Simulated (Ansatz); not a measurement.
# MoS2 in Ansatz: reference runs

Reference runs on MoS2: the cell as given and a disturbed copy.

Program: Ansatz 0.2.0. These are calculated values, not measurements. Logs are shortened: lines on timing, memory, paths and dates and some standing lists are left out, and cuts for length are marked.

## (1) The slab as given

The cell holds a slab with vacuum, 3 atoms: a = 3.184 Å, b = 3.184 Å, c = 17.335 Å, α = 90.00°, β = 90.00°, γ = 120.00°.

## (2) Single point, PBE

Contents of input.yaml:

```yaml
crystal:
  lattice:
    - [3.1841260822, 0.0, 0.0]
    - [-1.5920630411, 2.757534076, 0.0]
    - [0.0, 0.0, 17.33459995]
  atoms:
    - { symbol: Mo, position: [0.0, 0.0, 0.0] }
    - { symbol: S, position: [0.3333333333, 0.6666666667, 0.91050702] }
    - { symbol: S, position: [0.3333333333, 0.6666666667, 0.08949298] }
kpoints:
  mp_grid: { grid: [10, 10, 2] }
scf:
  occupations: { method: fermi_dirac, width: 0.05 }
hamiltonian:
  xc: pbe
  pseudopotentials: { kind: all_electron, lapw: { basis_error: 0.001 } }
output:
  forces: true
  stress: true
  eigenvalues: true
  populations: true
```

Potentials or basis: all-electron LAPW, scalar-relativistic.

Launch:

```sh
$ ansatz run input.yaml --threads 2 --pin off --max-ram 6144MiB --backend cpu --events-out ev --progress --plain --runs-dir out
```

The program printed:

```text
Warning: RAYON_NUM_THREADS=2 ignored (pool sized by the plan → 2); use --threads N
Mo: projections on atomic orbitals take those of the free atom 1s2 2s2 2p6 3s2 3p6 3d10 4s2 4p6 4d5 5s1, of charge +0.00 (hamiltonian.pseudopotentials.projection_atoms)
S: projections on atomic orbitals take those of the free atom 1s2 2s2 2p6 3s2 3p4, of charge +0.00 (hamiltonian.pseudopotentials.projection_atoms)
LAPW: plane waves up to 8.291 Å⁻¹, error target 1.0e-3 eV per atom; small_component_spin mean_spin; S in spheres of 1.067 Å, 14 of its electrons in bands, Dirac shells []; Mo in spheres of 1.338 Å, 30 of its electrons in bands, Dirac shells [] (how accurate: hamiltonian.pseudopotentials.lapw.basis_error, Limitations)
Engine: ansatz 0.2.0, aarch64-unknown-linux-gnu
Pseudopotentials: kind: all_electron
Pseudopotential: Mo, LAPW, valence charge 30, lapw/all_electron/scalar/gaussian/Mo, Koelling and Harmon's equation, gaussian nucleus
Pseudopotential: S, LAPW, valence charge 14, lapw/all_electron/scalar/gaussian/S, Koelling and Harmon's equation, gaussian nucleus
Functional definition: PBE
  parameter kappa = 0.804
  parameter beta = 0.06672455060314922
  exchange = pbe_x(kappa = kappa, mu = beta*pi^2/3)
  correlation = pbe_c(beta = beta)
Crystal: 3 atoms, lattice volume = 152.204 Å³
Basis set: ecut = 261.9005978291887 eV, 1479 PW (Γ), exchange–correlation at level 2
Bands: 35, of which v1, the nominal top of the filled ones, is band 29 counted from 1 (28 counted from 0)
Symmetry: 12 space group operations
Space group: P-6m2 (ITA 187), of the structure as read, at distance tolerance 5.3e-5 Å
k-points: 28 of 200 (time reversal used)
Non-local potential: Mo, projectors of the file, none
Non-local potential: S, projectors of the file, none
Initial density: superposition of atomic densities (neutral atoms: chi_scale 0, normalization atom)
Initial wavefunctions: plane waves of lowest kinetic energy (no species holds an atomic orbital)
Functional: x = pbe(κ = 0.804, μ = 0.2195149727645171), c = pbe(β = 0.06672455060314922)
iter 1 solved again at ethr=5.63e-3 eV; its pass at ethr=1.00e-1 eV (dr2=3.26e0 eV) is discarded
SCF iter   1: F=—  HF=-131907.316160 eV  |F-HF|=—  |Δ(HF+E_count)|=         —  Δρ=3.91e-2  dr2=3.26e0  ethr=5.63e-3  ⟨swp⟩=2.2  Hψ=6278  notcnv=0
preconditioner: auto → Resta (q_TF=auto, 2.323 Å⁻¹)  ε∞=2.6  [insulator: Δε(μ)=1.872 eV  Ē_g=10.169 eV  σ=0.050 eV  W_gap=1.00  n_scr=30 (ndim 8)  ℏωp=12.8 eV  f_vac=0.642  D(μ)=0.00/eV (n_scr^D=0)  ε∞_Penn≈2.6  vacuum switching on, ρ_ref=7.5e-3 e/Å³]
SCF iter   2: F=—  HF=-131907.122655 eV  |F-HF|=—  |Δ(HF+E_count)|=   1.94e-1  Δρ=3.38e-2  dr2=6.51e0  ethr=5.62e-3  ⟨swp⟩=3.1  Hψ=3061  notcnv=0
iter 3 solved again at ethr=3.61e-4 eV; its pass at ethr=5.62e-3 eV (dr2=2.09e-1 eV) is discarded
SCF iter   3: F=—  HF=-131905.935075 eV  |F-HF|=—  |Δ(HF+E_count)|=    1.19e0  Δρ=1.13e-2  dr2=2.09e-1  ethr=3.61e-4  ⟨swp⟩=2.1  Hψ=4842  notcnv=0
SCF iter   4: F=—  HF=-131905.868284 eV  |F-HF|=—  |Δ(HF+E_count)|=         —  Δρ=2.52e-3  dr2=2.44e-2  ethr=3.60e-4  ⟨swp⟩=3.0  Hψ=3170  notcnv=0
the basis was enlarged: its passes take 890.2 KiB over the memory plan, 2 of 2 planned eigensolver slots
SCF iter   5: F=—  HF=-131905.864398 eV  |F-HF|=—  |Δ(HF+E_count)|=   3.89e-3  Δρ=9.16e-4  dr2=2.16e-3  ethr=4.21e-5  ⟨swp⟩=3.0  Hψ=2994  notcnv=0
SCF iter   6: F=—  HF=-131905.864340 eV  |F-HF|=—  |Δ(HF+E_count)|=   5.79e-5  Δρ=3.50e-4  dr2=3.55e-4  ethr=3.72e-6  ⟨swp⟩=2.0  Hψ=2751  notcnv=0
SCF iter   7: F=—  HF=-131905.864317 eV  |F-HF|=—  |Δ(HF+E_count)|=   2.36e-5  Δρ=3.20e-5  dr2=2.26e-6  ethr=6.13e-7  ⟨swp⟩=2.9  Hψ=2793  notcnv=0
SCF iter   8: F=—  HF=-131905.864319 eV  |F-HF|=—  |Δ(HF+E_count)|=   2.02e-6  Δρ=1.77e-5  dr2=1.17e-6  ethr=3.90e-9  ⟨swp⟩=3.0  Hψ=2994  notcnv=0
SCF iter   9: F=-131905.864318 eV  HF=-131905.864318 eV  |F-HF|=4.92e-9  |Δ(HF+E_count)|=   2.48e-7  Δρ=2.21e-6  dr2=8.32e-9  ethr=2.02e-9  ⟨swp⟩=2.3  Hψ=2752  notcnv=0
SCF 1 converged in 9 iterations: F = -131905.864318 eV  dr2 = 8.32e-9
SCF converged after 9 iterations
Free energy (F): -131905.864318 eV
Harris-Foulkes:  -131905.864318 eV  (|F-HF|=4.92e-9)
Internal energy: -131905.864318 eV  (E = F + TS)
E sigma→0 (E₀):  -131905.864318 eV
Fermi energy:    1.093769 eV
--- Per-component energies (eV) ---
  E_band       = -7461.362929
  E_kinetic    = 136001.042293
  E_xc         = -4767.385500
  E_electrostatic = -263139.521112  (all electrons and nuclei)
  E_smearing   = -0.000000  (= −TS)
  E_closure    = 0.000000  (closes the sum)
  E_atoms      = -131884.088107  (free atoms, spherical and without spin; not in F)
  Σ components = -131905.864318   (vs F -131905.864318, Δ=0.00e0)
  Basis errors (estimates in eV, not in F): energy 4.9e-4 per atom: plane waves 4.4e-4 (2.6e-4 summed), levels above the bands 1.7e-48, relativity 3.5e-8, radial functions 4.9e-5, core shells 2.8e-7; eigenvalues (radial functions only) 2.4e-6; not estimated: angular momenta, meshes, grids; target (lapw.basis_error) 1.0e-3; muffin-tin radii S 1.067 Å, Mo 1.338 Å
--- Forces (eV/Å), atoms counted from 1 ---
  atom   1  Mo     0.00000000     0.00000000     0.00000000
  atom   2  S      0.00000000    -0.00000000    -0.21874130
  atom   3  S      0.00000000    -0.00000000     0.21874130
  max |Σ_I F_I| component: 4.63e-17 eV/Å
--- Stress (GPa, compression-positive) ---
        0.266249       0.000000       0.000000
        0.000000       0.266249       0.000000
        0.000000       0.000000       0.715358
  P = ⅓ Tr σ = 0.4160 GPa (4.160 kbar)
--- Band table (eV; the first three rows and the last of 28) ---
  k-point 0: bands = ["-375.5228", "-375.5040", "-375.5040", "-217.4039", "-217.4039", "-217.3918", "-217.3831", "-217.3831", "-205.0394", "-205.0394", "-149.8340", "-149.8340", "-149.8340", "-149.8340", "-149.7796", "-149.7796", "-60.6534", "-34.7902", "-34.5877", "-34.5877", "-13.8998", "-12.5570", "-5.4146", "-2.4583", "-2.4583", "-1.5230", "-1.3383", "-1.3383", "0.2520", "2.9747", "2.9747", "3.2519", "3.2519", "5.5905", "5.9104"]
  k-point 1: bands = ["-375.5228", "-375.5040", "-375.5040", "-217.4039", "-217.4039", "-217.3918", "-217.3831", "-217.3831", "-205.0394", "-205.0394", "-149.8340", "-149.8340", "-149.8340", "-149.8340", "-149.7796", "-149.7796", "-60.6534", "-34.7902", "-34.5877", "-34.5877", "-13.8998", "-12.5570", "-5.4146", "-2.4583", "-2.4583", "-1.5230", "-1.3383", "-1.3383", "0.2520", "2.9747", "2.9747", "3.2519", "3.2519", "5.7018", "5.7281"]
  k-point 2: bands = ["-375.5228", "-375.5040", "-375.5040", "-217.4039", "-217.4039", "-217.3918", "-217.3831", "-217.3831", "-205.0394", "-205.0394", "-149.8340", "-149.8340", "-149.8340", "-149.8340", "-149.7796", "-149.7796", "-60.6499", "-34.7830", "-34.6242", "-34.5960", "-13.7533", "-12.4986", "-5.2506", "-2.7732", "-2.3049", "-2.1844", "-1.5657", "-0.9041", "0.1666", "2.8095", "2.8837", "3.0875", "3.2290", "5.8392", "6.1032"]
  k-point 27: bands = ["-375.5228", "-375.5040", "-375.5040", "-217.4039", "-217.4039", "-217.3918", "-217.3831", "-217.3831", "-205.0394", "-205.0394", "-149.8340", "-149.8340", "-149.8340", "-149.8340", "-149.7796", "-149.7796", "-60.6120", "-34.8837", "-34.8009", "-34.7067", "-11.8178", "-11.7031", "-5.1378", "-4.6183", "-3.6127", "-3.2697", "-2.7440", "-1.7933", "0.0627", "1.9859", "3.3539", "3.6305", "5.0350", "7.3821", "8.0808"]
--- Löwdin populations: 3 sites ---
  site symbol       q [e]
     0     Mo     41.6516
     1      S     16.0744
     2      S     16.0744
  spilling = 0.002698 (of n_electrons = 74.000000)
```

Wall time 36 s (2 threads of Arm Neoverse V1, shared host); peak memory 0.46 GiB.

Results:

```
Free energy            : -131905.8643 eV
Largest force          : 0.219 eV/Å
Band gap on the k mesh : 1.73 eV, indirect (least direct gap 1.92 eV)
```

Forces in eV/Å, atoms in the order of the input:
```
Mo   0.000  0.000  0.000
S    0.000  0.000 -0.219
S    0.000  0.000  0.219
```

PBE gaps usually lie below the measured ones, often by a third to a half.

## (3) Single point, PBE (atoms moved at random, drawn with an rms of 0.05 Å)

input.yaml, as its differences from that of step 2:

```diff
@@ -6,5 +6,5 @@
   atoms:
-    - { symbol: Mo, position: [0.0, 0.0, 0.0] }
-    - { symbol: S, position: [0.3333333333, 0.6666666667, 0.91050702] }
-    - { symbol: S, position: [0.3333333333, 0.6666666667, 0.08949298] }
+    - { symbol: Mo, position: [0.002899, -0.01384, -0.000474] }
+    - { symbol: S, position: [0.331386, 0.661075, 0.910555] }
+    - { symbol: S, position: [0.321736, 0.655181, 0.089526] }
 kpoints:
```

Potentials or basis: all-electron LAPW, scalar-relativistic.

Launch:

```sh
$ ansatz run input.yaml --threads 2 --pin off --max-ram 6144MiB --backend cpu --events-out ev --progress --plain --runs-dir out
```

The program printed:

```text
Warning: RAYON_NUM_THREADS=2 ignored (pool sized by the plan → 2); use --threads N
Mo: projections on atomic orbitals take those of the free atom 1s2 2s2 2p6 3s2 3p6 3d10 4s2 4p6 4d5 5s1, of charge +0.00 (hamiltonian.pseudopotentials.projection_atoms)
S: projections on atomic orbitals take those of the free atom 1s2 2s2 2p6 3s2 3p4, of charge +0.00 (hamiltonian.pseudopotentials.projection_atoms)
LAPW: plane waves up to 8.421 Å⁻¹, error target 1.0e-3 eV per atom; small_component_spin mean_spin; S in spheres of 1.054 Å, 14 of its electrons in bands, Dirac shells []; Mo in spheres of 1.318 Å, 30 of its electrons in bands, Dirac shells [] (how accurate: hamiltonian.pseudopotentials.lapw.basis_error, Limitations)
[... 63 lines left out ...]
  k-point 1: bands = ["-375.5198", "-375.5027", "-375.4984", "-217.4024", "-217.3990", "-217.3889", "-217.3810", "-217.3779", "-205.0423", "-205.0353", "-149.8375", "-149.8365", "-149.8304", "-149.8294", "-149.7832", "-149.7744", "-60.6519", "-34.7905", "-34.5917", "-34.5812", "-13.9003", "-12.5568", "-5.4155", "-2.5019", "-2.4147", "-1.5885", "-1.4555", "-1.1477", "0.2526", "2.7531", "3.1457", "3.1947", "3.3446", "5.7023", "5.7292"]
  k-point 2: bands = ["-375.5198", "-375.5027", "-375.4984", "-217.4024", "-217.3990", "-217.3889", "-217.3810", "-217.3779", "-205.0423", "-205.0353", "-149.8375", "-149.8365", "-149.8304", "-149.8294", "-149.7832", "-149.7744", "-60.6484", "-34.7834", "-34.6221", "-34.5954", "-13.7543", "-12.4974", "-5.2526", "-2.7910", "-2.2909", "-2.1783", "-1.6036", "-0.8669", "0.1726", "2.6808", "2.8742", "3.0836", "3.3616", "5.8391", "6.1027"]
  k-point 103: bands = ["-375.5198", "-375.5027", "-375.4984", "-217.4024", "-217.3990", "-217.3889", "-217.3810", "-217.3779", "-205.0423", "-205.0353", "-149.8375", "-149.8365", "-149.8304", "-149.8294", "-149.7832", "-149.7744", "-60.6143", "-34.9668", "-34.7138", "-34.6677", "-12.0085", "-11.8848", "-5.5914", "-4.5043", "-3.8167", "-2.9167", "-1.7030", "-0.7708", "-0.4897", "2.4009", "2.9563", "4.2360", "4.5243", "6.4242", "8.0965"]
--- Löwdin populations: 3 sites ---
  site symbol       q [e]
     0     Mo     41.6522
     1      S     16.0716
     2      S     16.0764
  spilling = 0.002701 (of n_electrons = 74.000000)
```

Run time: 2.3 min. Hardware: 2 threads of Arm Neoverse V1, shared host; peak memory 0.9 GiB.

What came out:

| Item | Value |
| --- | --- |
| Free energy | -131905.8438 eV |
| Largest force | 0.886 eV/Å |
| Band gap on the k mesh | 1.72 eV, indirect (least direct gap 1.91 eV) |

Forces in eV/Å, atoms in the order of the input:
```
Mo  -0.791  0.304  0.260
S    0.307 -0.223 -0.375
S    0.484 -0.082  0.115
```
